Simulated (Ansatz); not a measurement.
## TiAl3: generalised stacking fault

The calculation used DFT PBE, scalar-relativistic, plane waves, PAW (Ansatz). Cutoff 420 eV, Γ-centred 12×12×3 k-points, Gaussian smearing of 0.15 eV. No spin polarisation. Energies are free energies at this smearing, counted from the undisturbed cell; pressure is positive in compression.

Zero of the scan (relaxed at this level):

```
Ti Al
1.0
    -3.84535    0.00000    0.00000
     0.00000   -3.84535    0.00000
     0.00000    0.00000   17.24562
Ti Al
4 12
Cartesian
  0.0000 0.0000 7.5450
  -1.9227 -1.9227 3.2336
  0.0000 0.0000 16.1678
  -1.9227 -1.9227 11.8564
  -1.9227 -1.9227 7.5450
  0.0000 0.0000 3.2336
  -1.9227 -1.9227 16.1678
  0.0000 0.0000 11.8564
  -1.9227 0.0000 5.3893
  0.0000 -1.9227 1.0779
  -1.9227 0.0000 14.0121
  0.0000 -1.9227 9.7007
  0.0000 -1.9227 5.3893
  -1.9227 0.0000 1.0779
  0.0000 -1.9227 14.0121
  -1.9227 0.0000 9.7007
```

The cut lies on the cell's a–b face, a (0 0 1) plane (indices in the standard cell, whose axes needn't be the Cartesian ones shown) of area 14.79 Å², between layers 2.16 Å apart. Vector c is tilted by f times 1·a − 1·b (length 5.438 Å) with the atoms' Cartesian places fixed: one unrelaxed fault a cell. The cell is metallic on the mesh throughout.

f, γ (mJ/m²) and a bar:
```
   0.0000          0
   0.0833        355 #######
   0.1667       1140 ######################
   0.2500       1589 ##############################
   0.3333       1203 #######################
   0.5000        134 ###
```

By symmetry 0.6667 repeats 0.3333, 0.8333 repeats 0.1667 in energy, with the opposite slope along the path.

Cost: 6 runs of about 15 core-minutes in all, on Intel Xeon Platinum 8259CL (Skylake/Cascade Lake) (shared hosts).